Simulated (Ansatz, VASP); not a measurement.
ZnSe in VASP and in Ansatz

The input INCAR:

```
PREC = Accurate
ENCUT = 520
EDIFF = 1E-6
ISMEAR = 0
SIGMA = 0.02
LREAL = F
LASPH = T
NELM = 100
ALGO = Fast
ISIF = 2
LWAVE = F
LCHARG = F
GGA = PE
NBANDS = 26
```

The input KPOINTS:

```
regular mesh
0
Gamma
  8 8 6
```

Contents of POSCAR:

```
ZnSe
1.0
    4.1079895391      0.0000000000      0.0000000000
    0.0000000000      4.1079895391      0.0000000000
    0.0000000000      0.0000000000      5.7065539245
Zn Se
2 2
Direct
    0.0000000000      0.0000000000      0.0000000000
    0.5000000000      0.5000000000      0.0000000000
    0.0000000000      0.5000000000      0.2229829321
    0.5000000000      0.0000000000      0.7770170679
```

Input for Ansatz:

```yaml
crystal:
  lattice:
    - [4.1079895391, 0.0, 0.0]
    - [0.0, 4.1079895391, 0.0]
    - [0.0, 0.0, 5.7065539245]
  atoms:
    - { symbol: Zn, position: [0.0, 0.0, 0.0] }
    - { symbol: Zn, position: [0.5, 0.5, 0.0] }
    - { symbol: Se, position: [0.0, 0.5, 0.2229829321] }
    - { symbol: Se, position: [0.5, 0.0, 0.7770170679] }
basis:
  ecutwfc: 420
kpoints:
  mp_grid: { grid: [8, 8, 6] }
hamiltonian:
  xc: pbe
scf:
  occupations: { method: gaussian, width: 0.02 }
output:
  forces: true
  stress: true
  eigenvalues: true
  write_density: true
  write_potential: true
  elf: true
  volumetric_format: npy
```

Alike in both runs: task single point; functional PBE; k mesh 8 × 8 × 6; occupations gaussian, width 0.02 eV; no spin polarisation.

|  | VASP | Ansatz |
| --- | --- | --- |
| version | VASP 6.6.1 | Ansatz 0.2.0 |
| potentials or method | VASP PAW PBE potentials, release 64 (Zn, Se) | scalar-relativistic, plane waves, PAW |
| plane-wave cutoff (eV) | 520 | 420 |
| valence electrons in the cell | 36 | 56 |

VASP gave:

* gap on the k mesh at the Fermi level (eV): 1.19
* least direct gap on the mesh (eV): 1.19
* pressure (GPa): 8.6
* largest component of the traceless stress (GPa): 0.45
* rms of the force components (eV/Å): 0.854

Question: What did Ansatz give for the same quantities?

Answer: gap on the k mesh at the Fermi level (eV): 1.20; least direct gap on the mesh (eV): 1.20; pressure (GPa): 8.3; largest component of the traceless stress (GPa): 0.51; rms of the force components (eV/Å): 0.830.

Atom by atom the forces differ by 0.024 eV/Å (rms over components). With one functional, cell and mesh, what is left measures potentials, basis and numerics. The two sets of potentials don't hold the same shells in valence.

Caveats: forces of over 1 eV/Å show positions far from the minimum, so gaps and moduli don't describe the material at rest. A k mesh can miss the band edges.
